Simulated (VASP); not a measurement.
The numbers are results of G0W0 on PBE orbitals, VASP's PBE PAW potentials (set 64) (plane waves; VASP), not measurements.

A VASP calculation is set up with these files.

File POSCAR:
```
LiI
1
    0.0000000000     3.0100000000     3.0100000000
    3.0100000000     0.0000000000     3.0100000000
    3.0100000000     3.0100000000     0.0000000000
Li I
1 1
Direct
  0.0000000000   0.0000000000   0.0000000000
  0.5000000000   0.5000000000   0.5000000000
```

### KPOINTS
```
Automatic mesh
0
Gamma
4 4 4
0 0 0
```

INCAR:
```
NBANDS=64
PREC=Normal
LCHARG=.FALSE.
NOMEGA=64
ENCUTGW=150
LASPH=.TRUE.
NBANDSGW=13
LREAL=.FALSE.   # projection in real space or not
ISMEAR=0   # Gaussian
SYSTEM=LiI
ALGO=EVGW0
LWAVE=.FALSE.
NELMGW=1
GGA=PE   # PBE
SIGMA=0.01
ENCUT=500   # plane-wave cut-off (eV)
LSPECTRALGW=.TRUE.
```

POTCAR, in this order: Li_sv_GW I_GW (PBE.64 set). Program: vasp_std. Read from the step before: WAVECAR, WAVEDER.

The run wrote:

OUTCAR:
```
 ion  position               nearest neighbor table
   1  0.000  0.000  0.000-
   2  0.500  0.500  0.500-
  LATTYP: Found a face centered cubic cell.
 ALAT       =     6.0200000000
 Subroutine PRICEL returns:
 Original cell was already a primitive cell.
 Subroutine GETGRP returns: Found 48 space group operations
The static configuration has the point symmetry O_h .
The dynamic configuration has the point symmetry O_h .
 Subroutine INISYM returns: Found 48 space group operations
 Subroutine IBZKPT returns following result:
 Found      8 irreducible k-points:

 Following reciprocal coordinates:
            Coordinates               Weight
  0.000000  0.000000  0.000000      1.000000
  0.250000  0.000000  0.000000      8.000000
  0.500000  0.000000  0.000000      4.000000
  0.250000  0.250000  0.000000      6.000000
  0.500000  0.250000  0.000000     24.000000
 -0.250000  0.250000  0.000000     12.000000
  0.500000  0.500000  0.000000      3.000000
 -0.250000  0.500000  0.250000      6.000000
 Subroutine IBZKPT_HF returns following result:
   k-points           NKPTS =      8   k-points in BZ     NKDIM =     64   number of bands    NBANDS=     64
   number of dos      NEDOS =    301   number of ions     NIONS =      2
   total plane-waves  NPLWV =  13824
   dimension x,y,z NGX =    24 NGY =   24 NGZ =   24
   dimension x,y,z NGXF=    48 NGYF=   48 NGZF=   48
   ions per type =               1   1
   PREC   = normal    normal or accurate (medium, high low for compatibility)
   ISTART =      1    job   : 0-new  1-cont  2-samecut
   ICHARG =      0    charge: 1-file 2-atom 10-const
   ISPIN  =      1    spin polarized calculation?
   LNONCOLLINEAR =      F non collinear calculations
   LSORBIT =      F    spin-orbit coupling
   INIWAV =      1    electr: 0-lowe 1-rand  2-diag
   ENCUT  =  500.0 eV  36.75 Ry    6.06 a.u.   7.76  7.76  7.76*2*pi/ulx,y,z
   NELM   =     60;   NELMIN=  2; NELMDL=  0     # of ELM steps
   EDIFF  = 0.1E-03   stopping-criterion for ELM
   LREAL  =      F    real-space projection
   NLSPLINE    = F    spline interpolate recip. space projectors
   LMAXMIX     =    2 max onsite mixed and CHGCAR
   VOSKOWN=      0    Vosko Wilk Nusair interpolation
   EDIFFG = 0.1E-02   stopping-criterion for IOM
   NSW    =      0    number of steps for IOM
   NBLOCK =      1;   KBLOCK =      1    inner block; outer block
   IBRION =     -1    ionic relax: 0-MD 1-quasi-New 2-CG
   NFREE  =      0    steps in history (QN), initial steepest desc. (CG)
   ISIF   =      0    stress and relaxation
   ISYM   =      3    0-nonsym 1-usesym 2-fastsym
   TEIN   =    0.0    initial temperature
   TEBEG  =    0.0;   TEEND  =   0.0 temperature during run
   SMASS  =  -3.00    Nose mass-parameter (am)
   PSTRESS=    0.0 pullay stress
   NELECT =      10.0000    total number of electrons
   EFERMI =   0.00;   METHOD = LEGACY
   ISMEAR =     0;   SIGMA  =   0.01  broadening in eV -4-tet -1-fermi 0-gaus
   IALGO  =     38    algorithm
   LDIAG  =      T    sub-space diagonalisation (order eigenvalues)
   IMIX   =      4    mixing-type and parameters
     AMIX     =   0.40;   BMIX     =  1.00
     AMIX_MAG =   1.60;   BMIX_MAG =  1.00
     AMIN     =   0.10
   GGA     = PE    functional components
   VOSKOWN =     0    Vosko Wilk Nusair interpolation
   LHFCALC =     T    Hartree Fock is set to
   NKREDX  =     1    reduce k-point grid by
   AEXX    =    1.0000 exact exchange contribution
   HFSCREEN=    0.0000 screening length (either q_TF or 0.3 A-1)
   HFRCUT  =    0.0000 spherical cutoff for potential kernel
   AGGAX   =    0.0000 GGA exchange part
   ALDAC   =    0.0000 LDA correlation
   AGGAC   =    0.0000 GGA correlation
...
```

OSZICAR:
```
energies w=
    0.000    0.000    1.121    0.000    2.241    0.000    3.355    0.000
    4.463    0.000    5.563    0.000    6.652    0.000    7.731    0.000
    8.796    0.000    9.849    0.000   10.887    0.000   11.913    0.000
   12.924    0.000   13.923    0.000   14.910    0.000   15.884    0.000
   16.848    0.000   17.803    0.000   18.750    0.000   19.690    0.000
   20.625    0.000   21.556    0.000   22.486    0.000   23.416    0.000
   24.347    0.000   25.283    0.000   26.225    0.000   27.175    0.000
   28.136    0.000   29.110    0.000   30.100    0.000   31.110    0.000
   32.141    0.000   33.198    0.000   34.284    0.000   35.404    0.000
   36.563    0.000   37.764    0.000   39.015    0.000   40.321    0.000
   41.690    0.000   43.130    0.000   44.651    0.000   46.264    0.000
   47.981    0.000   49.818    0.000   51.792    0.000   53.923    0.000
   56.237    0.000   58.762    0.000   61.535    0.000   64.600    0.000
   68.011    0.000   71.835    0.000   76.160    0.000   81.094    0.000
   86.783    0.000   93.418    0.000  101.261    0.000  110.677    0.000
  122.190    0.000  136.585    0.000  155.085    0.000  179.713    0.000
NQ=   1    0.0000    0.0000    0.0000,
 performed         51000 updates of chi_q(r,r)
NQ=   2    0.2500    0.0000    0.0000,
 performed        161000 updates of chi_q(r,r)
NQ=   3    0.5000    0.0000    0.0000,
 performed        242000 updates of chi_q(r,r)
NQ=   4    0.2500    0.2500    0.0000,
 performed        341000 updates of chi_q(r,r)
NQ=   5    0.5000    0.2500    0.0000,
 performed        478000 updates of chi_q(r,r)
NQ=   6   -0.2500    0.2500    0.0000,
 performed        598000 updates of chi_q(r,r)
NQ=   7    0.5000    0.5000    0.0000,
 performed        672000 updates of chi_q(r,r)
NQ=   8   -0.2500    0.5000    0.2500,
 performed        772000 updates of chi_q(r,r)
 resolving degeneracies of screened two electron integrals
```

File OUTCAR:
```


 k-point   1 :       0.0000    0.0000    0.0000
  band No.  KS-energies  QP-energies   sigma(KS)   V_xc(KS)     V^pw_x(r,r')   Z            occupation Imag(sigma)

      1     -43.4532     -51.4618     -38.3258     -27.6021     -43.3152       0.7468       2.0000       0.2527
      2      -9.7020     -10.7466     -13.2834     -11.8530     -18.9529       0.7302       2.0000       1.4693
      3       1.9241       0.9084     -12.6810     -11.3915     -14.2480       0.7876       2.0000       0.1318
      4       1.9241       0.9084     -12.6810     -11.3915     -14.2480       0.7876       2.0000       0.1318
      5       1.9241       0.9084     -12.6810     -11.3915     -14.2480       0.7876       2.0000       0.1318
      6       6.1560       6.8314      -7.3131      -8.1492      -4.0330       0.8079       0.0000      -0.1402
      7      10.2455      10.8771      -6.9929      -7.7874      -3.3863       0.7950       0.0000      -0.1804
      8      10.2455      10.8771      -6.9929      -7.7874      -3.3863       0.7950       0.0000      -0.1804
      9      10.2455      10.8771      -6.9929      -7.7874      -3.3863       0.7950       0.0000      -0.1804
     10      11.4771      12.1894      -6.4629      -7.3954      -2.0780       0.7639       0.0000      -0.3035
     11      11.4771      12.1894      -6.4629      -7.3954      -2.0780       0.7639       0.0000      -0.3035
     12      11.4771      12.1894      -6.4629      -7.3954      -2.0780       0.7639       0.0000      -0.3035
     13      12.6173      13.4538      -7.5998      -8.6762      -3.6643       0.7771       0.0000      -0.2391

 k-point   2 :       0.2500    0.0000    0.0000
  band No.  KS-energies  QP-energies   sigma(KS)   V_xc(KS)     V^pw_x(r,r')   Z            occupation Imag(sigma)

      1     -43.4514     -51.5219     -38.3239     -27.5997     -43.3131       0.7525       2.0000       0.2526
      2      -9.4606     -10.4590     -13.3579     -12.0067     -18.9709       0.7389       2.0000       1.4403
      3       0.1898      -1.0034     -11.8224     -10.2773     -13.7161       0.7722       2.0000       0.1731
      4       1.7803       0.7449     -12.6333     -11.3165     -14.2260       0.7863       2.0000       0.1340
      5       1.7803       0.7449     -12.6333     -11.3165     -14.2260       0.7863       2.0000       0.1340
      6       6.9369       7.5778      -6.9537      -7.7499      -3.6244       0.8049       0.0000      -0.1456
      7       9.0707       9.7710      -6.7574      -7.6418      -3.1089       0.7919       0.0000      -0.1819
      8       9.0707       9.7710      -6.7574      -7.6418      -3.1089       0.7919       0.0000      -0.1819
      9      10.0997      10.8097      -7.7719      -8.6792      -3.9809       0.7826       0.0000      -0.2105
     10      11.7839      12.4747      -7.1007      -7.9826      -3.1597       0.7833       0.0000      -0.2402
     11      11.7839      12.4747      -7.1007      -7.9826      -3.1597       0.7833       0.0000      -0.2402
     12      11.8405      12.4070      -6.5251      -7.2642      -2.1382       0.7666       0.0000      -0.3160
     13      16.3953      17.2608      -7.4438      -8.5531      -2.6950       0.7803       0.0000      -0.6477

 k-point   3 :       0.5000    0.0000    0.0000
  band No.  KS-energies  QP-energies   sigma(KS)   V_xc(KS)     V^pw_x(r,r')   Z            occupation Imag(sigma)

      1     -43.4511     -51.6032     -38.3238     -27.5999     -43.3131       0.7602       2.0000       0.2525
      2      -9.1851     -10.1239     -13.4689     -12.2121     -19.0120       0.7469       2.0000       1.3956
      3      -1.0304      -2.3647     -11.4852      -9.7217     -13.7777       0.7567       2.0000       0.2269
      4       1.6542       0.5991     -12.6143     -11.2703     -14.2397       0.7851       2.0000       0.1366
      5       1.6542       0.5991     -12.6143     -11.2703     -14.2397       0.7851       2.0000       0.1366
      6       6.5050       7.0813      -6.6422      -7.3538      -3.4085       0.8098       0.0000      -0.1382
      7       8.1400       8.8191      -6.6784      -7.5289      -3.2138       0.7985       0.0000      -0.1610
      8       8.1400       8.8191      -6.6784      -7.5289      -3.2138       0.7985       0.0000      -0.1610
      9      11.6256      12.2906      -7.9272      -8.8090      -3.4808       0.7541       0.0000      -0.3373
     10      13.2741      13.8074      -7.0999      -7.7987      -2.6810       0.7631       0.0000      -0.3677
     11      14.9376      15.8457      -7.8273      -9.0045      -3.4623       0.7715       0.0000      -0.3696
     12      14.9376      15.8457      -7.8273      -9.0045      -3.4623       0.7715       0.0000      -0.3696
     13      15.6793      16.5258      -6.9026      -7.9951      -2.3769       0.7749       0.0000      -0.4789

 k-point   4 :       0.2500    0.2500    0.0000
  band No.  KS-energies  QP-energies   sigma(KS)   V_xc(KS)     V^pw_x(r,r')   Z            occupation Imag(sigma)

      1     -43.4517     -51.4799     -38.3241     -27.6004     -43.3134       0.7486       2.0000       0.2526
      2      -9.3740     -10.3543     -13.3901     -12.0671     -18.9825       0.7409       2.0000       1.4268
      3       0.3201      -0.8390     -11.8380     -10.3378     -13.6693       0.7726       2.0000       0.1668
      4       1.2642       0.1720     -12.2907     -10.8910     -13.9729       0.7804       2.0000       0.1446
      5       1.2642       0.1720     -12.2907     -10.8910     -13.9729       0.7804       2.0000       0.1446
      6       7.5118       8.1572      -7.2942      -8.1030      -3.8698       0.7978       0.0000      -0.1587
      7       8.3165       8.8003      -6.5886      -7.1895      -3.2017       0.8052       0.0000      -0.1538
      8       9.0023       9.7934      -7.4484      -8.4509      -3.7866       0.7892       0.0000      -0.1852
      9      10.9538      11.7055      -7.1636      -8.1318      -3.1457       0.7764       0.0000      -0.2432
     10      10.9538      11.7055      -7.1636      -8.1318      -3.1457       0.7764       0.0000      -0.2432
     11      13.4422      14.2709      -7.7521      -8.8238      -3.6050       0.7733       0.0000      -0.3251
     12      14.1061      14.8417      -6.9326      -7.8859      -2.4653       0.7717       0.0000      -0.4120
     13      14.1061      14.8417      -6.9326      -7.8859      -2.4653       0.7717       0.0000      -0.4120

 k-point   5 :       0.5000    0.2500    0.0000
  band No.  KS-energies  QP-energies   sigma(KS)   V_xc(KS)     V^pw_x(r,r')   Z            occupation Imag(sigma)

      1     -43.4511     -51.5822     -38.3236     -27.6002     -43.3128       0.7583       2.0000       0.2526
      2      -9.0880     -10.0085     -13.5149     -12.2902     -19.0353       0.7516       2.0000       1.3748
      3      -0.6507      -1.9390     -11.5157      -9.8252     -13.6704       0.7621       2.0000       0.2070
      4       0.5313      -0.6325     -11.8503     -10.3514     -13.6504       0.7764       2.0000       0.1610
      5       1.1388       0.0318     -12.2578     -10.8381     -13.9685       0.7797       2.0000       0.1474
      6       7.0267       7.6128      -6.9696      -7.7013      -3.6510       0.8008       0.0000      -0.1480
      7       8.7927       9.4482      -7.5015      -8.3286      -4.0041       0.7925       0.0000      -0.1706
      8       9.8081      10.5727      -7.0801      -8.0533      -3.3045       0.7856       0.0000      -0.2025
      9      10.1047      10.7857      -7.1458      -8.0123      -3.3603       0.7860       0.0000      -0.2053
     10      12.4715      13.2427      -7.5294      -8.5517      -3.0628       0.7544       0.0000      -0.3622
     11      15.1932      15.8198      -6.6528      -7.4604      -2.0527       0.7758       0.0000      -0.5042
     12      15.2621      16.0995      -7.6523      -8.7386      -3.1699       0.7709       0.0000      -0.4254
     13      16.3667      17.1956      -7.4876      -8.5562      -2.8225       0.7756       0.0000      -0.5471

 k-point   6 :      -0.2500    0.2500    0.0000
  band No.  KS-energies  QP-energies   sigma(KS)   V_xc(KS)     V^pw_x(r,r')   Z            occupation Imag(sigma)

      1     -43.4505     -51.6674     -38.3229     -27.5989     -43.3120       0.7662       2.0000       0.2526
      2      -9.1880     -10.1251     -13.4665     -12.2076     -19.0127       0.7444       2.0000       1.3950
      3      -0.3310      -1.5874     -11.6681     -10.0329     -13.7175       0.7684       2.0000       0.1927
      4       0.3936      -0.7860     -11.7712     -10.2435     -13.6179       0.7722       2.0000       0.1666
      5       1.6226       0.5731     -12.5574     -11.2158     -14.1715       0.7823       2.0000       0.1363
      6       7.4508       8.0781      -6.6854      -7.4659      -3.2784       0.8037       0.0000      -0.1534
      7       8.7380       9.4666      -6.8043      -7.7245      -3.1967       0.7918       0.0000      -0.1769
      8       9.5546      10.3229      -8.0966      -9.0811      -4.3121       0.7804       0.0000      -0.2097
      9       9.6650      10.3237      -7.4927      -8.3250      -3.8795       0.7914       0.0000      -0.1851
     10      12.1194      12.7916      -7.1113      -7.9707      -3.1265       0.7821       0.0000      -0.2508
     11      13.4426      14.1146      -6.4184      -7.2975      -1.8734       0.7645       0.0000      -0.4098
     12      14.3678      15.0184      -6.8747      -7.7191      -2.3853       0.7705       0.0000      -0.4217
     13      16.3535      17.1460      -7.4978      -8.5177      -2.8014       0.7770       0.0000      -0.5701

 k-point   7 :       0.5000    0.5000    0.0000
  band No.  KS-energies  QP-energies   sigma(KS)   V_xc(KS)     V^pw_x(r,r')   Z            occupation Imag(sigma)

      1     -43.4501     -51.6767     -38.3220     -27.5987     -43.3110       0.7672       2.0000       0.2527
      2      -8.9818      -9.8767     -13.5734     -12.3844     -19.0653       0.7526       2.0000       1.3519
      3      -0.9462      -2.2541     -11.3464      -9.6216     -13.5905       0.7583       2.0000       0.2218
...
```
(Selected blocks of OUTCAR.)

The mesh is coarse and the basis finite, so the quasiparticle values are not converged.

The compound is LiI in the rock salt structure. The cell was not relaxed at this level. The k-mesh is coarse (spacing up to 0.45 per Å, 2π included), so the numbers may not be converged in it.
